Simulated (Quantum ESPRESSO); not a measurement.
Crystal: Sb.

```
Sb
1.0
    -1.57654    1.57654    2.71194
     1.57654   -1.57654    2.71194
     1.57654    1.57654   -2.71194
Sb
1
Direct
  0.00000 0.00000 0.00000
```

This isn't the form of Sb at room conditions, which is rhombohedral.

Base run:

| Property | Result |
| --- | --- |
| Program | Quantum ESPRESSO 7.5 |
| Functional | LDA |
| Potentials or basis | GBRV 1.5 LDA |
| Cutoff | 612 eV |
| Density cutoff | 4898 eV |
| k mesh | 12 × 12 × 12 |
| Occupations | fermi-dirac, width 0.05 eV |
| Spin | no spin polarisation |

Its results: band gap on the k mesh none (metal or under the smearing width); pressure -2.6 GPa.

Problem. The run is repeated on the same cell with these changes: functional from LDA to PBEsol; potentials or basis from GBRV 1.5 LDA to GBRV 1.5 PBEsol. What comes out?

Solution. Band gap on the k mesh none (metal or under the smearing width); pressure -1.4 GPa.

Caveats: spin-orbit coupling is left out, which moves the levels of the heavy elements.
